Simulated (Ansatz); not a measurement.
Crystal: Al2Au.

```
CELL_PARAMETERS angstrom
0.00000 3.00000 3.00000
3.00000 0.00000 3.00000
3.00000 3.00000 0.00000
ATOMIC_POSITIONS crystal
Au 0.00000 0.00000 0.00000
Al 0.75000 0.75000 0.75000
Al 0.25000 0.25000 0.25000
```

* Program: Ansatz 0.2.0
* Task: relaxation of cell and atoms
* Functional: PBE
* Potentials or basis: Ansatz PAW
* Cutoff: 420 eV (not typed: the program's choice for these potentials)
* k mesh: 8 × 8 × 8
* Occupations: fermi-dirac, width 0.05 eV
* Spin: no spin polarisation

At the start: volume 18.00 Å³/atom.

**Question.** Where does the relaxation end?

**Answer.** It ends after 4 steps and the volume is 18.55 Å³/atom (+3.0 %); space group Fm-3m (No. 225, to 0.05 Å).

Step by step:
```
step  energy change (eV)  largest force (eV/Å)  volume (Å³)
   1              0.0000                0.0000        54.00
   2             -0.0143                0.0000        56.08
   3             -0.0157                0.0000        55.65
   4             -0.0163                0.0000        55.65
```

Final structure:
```
Au Al
1.0
     0.00000    3.03016    3.03016
     3.03016    0.00000    3.03016
     3.03016    3.03016    0.00000
Au Al
1 2
Direct
  0.00000 0.00000 0.00000
  0.75000 0.75000 0.75000
  0.25000 0.25000 0.25000
```

Caveat: the plane-wave basis is chosen anew once the cell has moved, so the energies of steps on either side of that aren't comparable.
